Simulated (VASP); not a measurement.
# SnO in VASP 6.6.1, single-point calculation

INCAR

```
EDIFF = 1E-7
LASPH = .TRUE.
NSW = 0
ISYM = 1
LWAVE = .FALSE.
NBANDS = 17
NELM = 100
IBRION = -1
LREAL = .FALSE.
AMIX = 0.2
BMIX = 0.0001
ISMEAR = -1
PREC = Accurate
GGA = RP
ENCUT = 520
LCHARG = .FALSE.
SIGMA = 0.02
ISIF = 2
```

KPOINTS

```
KPOINTS created by Atomic Simulation Environment
0
Gamma
8 8 8
0 0 0
```

POSCAR

```
Sn O
 1.0000000000000000
     0.0000000000000000    2.7082147232636280    2.7082147232636280
     2.7082147232636280   -0.0000000000000000    2.7082147232636280
     2.7082147232636280    2.7082147232636280   -0.0000000000000000
 Sn  O
   1   1
Cartesian
 -0.0000000000000000 -0.0000000000000000 -0.0000000000000000
  1.3541073616318140  1.3541073616318140  1.3541073616318140
```

The recommended PBE PAW datasets give the neutral cell 20 valence electrons.

Command

```
mpirun -np 1 vasp_std
```

OSZICAR

```
N       E                     dE             d eps       ncg     rms          rms(c)
DAV:   1     0.151115023199E+03    0.15112E+03   -0.10586E+04  1026   0.165E+03
DAV:   2     0.299524242353E+01   -0.14812E+03   -0.14202E+03  1082   0.380E+02
DAV:   3    -0.115932808949E+02   -0.14589E+02   -0.14524E+02  1176   0.108E+02
DAV:   4    -0.119215950687E+02   -0.32831E+00   -0.32816E+00  1172   0.176E+01
DAV:   5    -0.119310110098E+02   -0.94159E-02   -0.94155E-02  1281   0.284E+00    0.876E+00
DAV:   6    -0.984515481071E+01    0.20859E+01   -0.43652E+00  1485   0.248E+01    0.265E+00
DAV:   7    -0.975939464571E+01    0.85760E-01   -0.13426E+00  1273   0.807E+00    0.213E+00
DAV:   8    -0.983785403211E+01   -0.78459E-01   -0.97555E-01  1231   0.703E+00    0.210E+00
DAV:   9    -0.974044429765E+01    0.97410E-01   -0.88911E-01  1426   0.692E+00    0.814E-01
DAV:  10    -0.972558122760E+01    0.14863E-01   -0.79576E-02  1278   0.182E+00    0.109E-01
DAV:  11    -0.972607088128E+01   -0.48965E-03   -0.49511E-03  1106   0.437E-01    0.114E-01
DAV:  12    -0.972615533769E+01   -0.84456E-04   -0.19271E-03  1193   0.262E-01    0.500E-02
DAV:  13    -0.972615210337E+01    0.32343E-05   -0.24308E-04  1126   0.116E-01    0.880E-03
DAV:  14    -0.972615390181E+01   -0.17984E-05   -0.14739E-05  1148   0.269E-02    0.749E-03
DAV:  15    -0.972615372863E+01    0.17318E-06   -0.50839E-06  1063   0.172E-02    0.113E-03
DAV:  16    -0.972615385215E+01   -0.12352E-06   -0.31849E-07  1206   0.574E-03    0.127E-03
DAV:  17    -0.972615386658E+01   -0.14425E-07   -0.12979E-07   862   0.401E-03
   1 F= -.97261539E+01 E0= -.97258283E+01  d E =-.651141E-03
```

From OUTCAR

```
k-points           NKPTS =     29   k-points in BZ     NKDIM =     29   number of bands    NBANDS=     17

   NELECT =      20.0000    total number of electrons

   dimension x,y,z NGX =    28 NGY =   28 NGZ =   28
   dimension x,y,z NGXF=    56 NGYF=   56 NGZF=   56

  energy-cutoff  :      520.00
  volume of cell :       39.73
      direct lattice vectors                 reciprocal lattice vectors
     0.000000000  2.708214723  2.708214723    -0.184623470  0.184623470  0.184623470
     2.708214723  0.000000000  2.708214723     0.184623470 -0.184623470  0.184623470
     2.708214723  2.708214723  0.000000000     0.184623470  0.184623470 -0.184623470

 k-points in reciprocal lattice and weights: KPOINTS created by Atomic Simulation Env
   0.00000000  0.00000000  0.00000000       0.002
   0.12500000  0.00000000  0.00000000       0.016
   0.25000000  0.00000000  0.00000000       0.016
   0.37500000  0.00000000  0.00000000       0.016
   0.50000000  0.00000000  0.00000000       0.008
   0.12500000  0.12500000  0.00000000       0.012
   0.25000000  0.12500000  0.00000000       0.047
   0.37500000  0.12500000  0.00000000       0.047
   ...

 E-fermi :   6.3471

 k-point     1 :       0.0000    0.0000    0.0000
  band No.  band energies     occupation
      1     -15.5522      2.00000
      2     -15.5522      2.00000
      3     -15.5522      2.00000
      4     -15.5099      2.00000
      5     -15.5099      2.00000
      6     -12.7613      2.00000
      7       0.0082      2.00000
      8       2.6250      2.00000
      9       2.6250      2.00000
     10       2.6250      2.00000
     11      10.8053      0.00000
     12      10.8053      0.00000
     13      10.8053      0.00000
     14      15.4719      0.00000
     15      17.7964      0.00000
     16      17.7964      0.00000
     17      17.7964      0.00000

 k-point     2 :       0.1250    0.0000    0.0000
  band No.  band energies     occupation
      1     -15.5717      2.00000
      2     -15.5478      2.00000
      3     -15.5478      2.00000
      4     -15.5096      2.00000
      5     -15.5096      2.00000
      6     -12.6773      2.00000
      7      -0.2989      2.00000
      8       2.5578      2.00000
      9       2.5578      2.00000
     10       2.9142      2.00000
     11       9.9751      0.00000
     12      10.8780      0.00000
     13      10.8780      0.00000
     14      16.1233      0.00000
     15      17.2232      0.00000
     16      17.2232      0.00000
     17      17.4055      0.00000

 k-point     3 :       0.2500    0.0000    0.0000
  band No.  band energies     occupation
      1     -15.6170      2.00000
      2     -15.5410      2.00000
      3     -15.5410      2.00000
      4     -15.5047      2.00000
      5     -15.5047      2.00000
      6     -12.4681      2.00000
      7      -0.9201      2.00000
      8       2.4036      2.00000
      9       2.4036      2.00000
     10       3.4483      2.00000
     11       8.8009      0.00000
     12      10.9756      0.00000
     13      10.9756      0.00000
     14      15.4687      0.00000
     15      16.8713      0.00000
     16      16.8713      0.00000
     17      19.0067      0.00000

 ...

  Total        1.1844398      1.1844398      1.1844398      0.0000000      0.0000000      0.0000000
  in kB       47.7687951     47.7687951     47.7687951      0.0000000      0.0000000      0.0000000
  external PRESSURE =      47.7687951 kB  Pullay stress =       0.0000000 kB

 POSITION                                       TOTAL-FORCE (eV/Angst)
 -----------------------------------------------------------------------------------
      0.00000      0.00000      0.00000        -0.000000     -0.000000      0.000000
      1.35411      1.35411      1.35411         0.000000      0.000000      0.000000
 -----------------------------------------------------------------------------------
    total drift:                               -0.000000     -0.000000     -0.000000

  FREE ENERGIE OF THE ION-ELECTRON SYSTEM (eV)
  ---------------------------------------------------
  free  energy   TOTEN  =        -9.7261538666 eV

  energy  without entropy=       -9.7255027253  energy(sigma->0) =       -9.72582830
```

It converged. Results: gap between bands v and c on the k mesh -0.19 eV (bands overlap: a metal); least direct gap on the k mesh 0.13 eV; pressure 4.8 GPa. Band v is the last that the valence electrons fill when counted band by band, and c is the next.

For comparison, a separate PBEsol run of the intended cell, on usual settings and not on those above, gives a gap of -0.20 eV on its mesh and a pressure of -1.2 GPa.

The run above took about 10 s on one core of a shared host (Intel Xeon 6975P-C) and held 0.16 GiB at most.
